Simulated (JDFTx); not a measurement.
Runs of JDFTx 1.7.0 (patched build) on BP. Symmetry: F-43m, No. 216, cubic system. Conventional cell: a = 4.538 Å, b = 4.538 Å, c = 4.538 Å, α = 90.00°, β = 90.00°, γ = 90.00°. Around P (site symmetry -43m) lie 4 B at 1.97 Å. B (site symmetry -43m) has 4 P at 1.97 Å as nearest neighbours. 

```tsv
task	level	potentials or basis	cell	k mesh	cutoff (eV)	local potential set to -Z/r beyond	max SCF steps	SCF threshold on the energy	solver of the electrons	further solve for the empty bands	mesh quality	gap on the mesh (eV)	pressure (GPa)	V0 of scaled cells (Å³/atom)	B0 (GPa)
single point	revPBE	PseudoDojo-SR-PBE-0.5-standard with smoothed tails	as given	10 × 10 × 10	1034	6 bohr	100	1e-09 Ha	scf	yes	not flagged	(a)	1.7	-	-
equation of state	PBEsol	PseudoDojo-SR-PBEsol-0.4.1-standard	as given	10 × 10 × 10	1034	-	100	1e-09 Ha	scf	-	not flagged	-	-	11.55	169
screening	LDA	PseudoDojo-SR-LDA-0.4.1-standard	as given	4 × 4 × 4	1034	-	100	1e-09 Ha	scf	yes	coarse	(c)	(b)	-	-
relaxation of cell and atoms	LDA	PseudoDojo-SR-LDA-0.4.1-standard with smoothed tails	relaxed	10 × 10 × 10	1034	6 bohr	100	1e-09 Ha	scf	no	not flagged	1.16	0.0	-	-
equation of state	RPBE	PseudoDojo-SR-PBE-0.5-standard	as given	10 × 10 × 10	1034	-	100	1e-09 Ha	scf	-	not flagged	-	-	(d)	158
single point	LDA	PseudoDojo-SR-LDA-0.4.1-standard	as given	10 × 10 × 10	1034	-	100	1e-09 Ha	scf	yes	not flagged	1.20	-5.6	-	-
```

Alike in all rows: no spin polarisation; smearing fermi-dirac 0.05 eV.

Question: Estimate the missing entries.

Answer: (a) 1.30; (b) -4.6; (c) 1.29; (d) 11.82.

Caveats: some runs use coarse meshes; the empty levels aren't tightly converged (some runs); the potentials were made for another functional, which shifts forces and pressure (some runs).

A k mesh can miss the band edges.

Not every run made on this cell is shown here.
